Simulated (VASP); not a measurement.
## ScAl2: single point with PBE

Sheet: ScAl2, a sheet with vacuum.

```
Sc Al
1.0
     4.38715    0.00000    0.00000
     0.00000    4.38715    0.00000
     0.00000    0.00000   17.00000
Sc Al
1 2
Direct
  0.00000 0.00000 0.50000
  0.50000 0.50000 0.43012
  0.50000 0.50000 0.56988
```

The cell was built by a generator and needn't be a form met in nature.

The cell isn't the ideal one: species swapped into a sheet of the CeSi2 type.

```json
{
 "Program": "VASP 6.6.1",
 "Task": "single point",
 "Functional": "PBE",
 "Potentials or basis": "VASP PAW PBE potentials, release 64 (Sc_sv, Al)",
 "Cutoff": "520 eV",
 "k mesh": "4 × 4 × 1",
 "Occupations": "gaussian, width 0.1 eV",
 "Spin": "no spin polarisation"
}
```

```
Largest force                   : 0.649 eV/Å
Band gap on the k mesh          : none (metal or under the smearing width)
Work function of the upper face : 4.00 eV
Work function of the lower face : 4.00 eV
```

Forces in eV/Å, atoms in the order of the input:
```
Sc   0.000  0.000  0.000
Al   0.000  0.000 -0.649
Al   0.000  0.000  0.649
```

Levels at points of the mesh, in eV from the Fermi level:
```tsv
k point	band 5	band 6	band 7	band 8	band 9	band 10	band 11	band 12
(0.00, 0.00, 0.00)	-6.71	-3.38	-0.67	0.16	0.78	0.78	0.85	0.85
(0.50, 0.00, 0.00)	-5.84	-2.85	-2.79	-0.39	0.16	0.50	0.74	1.07
(0.50, 0.50, 0.00)	-5.48	-1.75	-1.59	-1.59	-0.31	-0.31	0.63	0.90
```

Wall time 36 s on 1 thread of Intel(R) Xeon(R) 6975P-C (Granite Rapids), with other jobs on the host, peak memory 0.39 GiB.
